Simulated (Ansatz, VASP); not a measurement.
## Two plane-wave programs on Ga

Contents of INCAR:

```
SYSTEM = Ga
PREC = Accurate ; ENCUT = 520
EDIFF = 1E-8 ; ISMEAR = -1
SIGMA = 0.08 ; LREAL = .False.
LASPH = .True. ; NELM = 100
ALGO = Normal ; ISIF = 2
LWAVE = .False. ; LCHARG = .False.
GGA = PE ; LEFG = .True.
NBANDS = 12
```

The input KPOINTS:

```
Automatic mesh
0
Gamma
  16 16 16
  0 0 0
```

Contents of POSCAR:

```
Ga
1.0
    2.7173092827      0.0000000000      0.0000000000
    0.0000000000      2.7173092827      0.0000000000
    0.0000000000      0.0000000000      2.7173092827
Ga
1
Direct
    0.0000000000      0.0000000000      0.0000000000
```

Input for Ansatz:

```yaml
crystal:
  lattice:
    - [2.7173092827, 0.0, 0.0]
    - [0.0, 2.7173092827, 0.0]
    - [0.0, 0.0, 2.7173092827]
  atoms:
    - { symbol: Ga, position: [0.0, 0.0, 0.0] }
kpoints:
  mp_grid: { grid: [16, 16, 16] }
  band_path:
    path:
      - [0.0, 0.0, 0.0]
      - [0.0, 0.5, 0.0]
      - [0.5, 0.5, 0.0]
      - [0.0, 0.0, 0.0]
      - [0.5, 0.5, 0.5]
      - [0.0, 0.5, 0.0]
      - [0.5, 0.5, 0.5]
      - [0.5, 0.5, 0.0]
    npoints: 8
scf:
  occupations: { method: fermi_dirac, width: 0.08 }
hamiltonian:
  xc: pbe
  pseudopotentials: { kind: paw }
output:
  forces: true
  stress: true
  eigenvalues: true
  efg: { contact_densities: true }
  populations: true
  bader: true
  dos: { projected: true, de: 0.2, e_range: [-14, 8] }
```

Alike in both runs: task electric field gradients; functional PBE; k mesh 16 × 16 × 16; occupations fermi-dirac, width 0.08 eV; no spin polarisation.

|  | VASP | Ansatz |
| --- | --- | --- |
| version | VASP 6.6.1 | Ansatz 0.2.0 |
| potentials or method | VASP PAW PBE potentials, release 64 (Ga_d) | PAW with Ansatz's default frozen-core files, scalar-relativistic |
| plane-wave cutoff (eV) | 520 | 420 |
| valence electrons in the cell | 13 | 13 |

VASP gave:

* pressure (GPa): 0.1
* Vzz of the field gradient on the site that differs most (V/Å²): 0.0

**Question.** What did Ansatz give for the same quantities?

**Answer.** Pressure (GPa): 0.0; Vzz of the field gradient on the site that differs most (V/Å²): 0.0.

With one functional, cell and mesh, what is left measures potentials, basis and numerics.
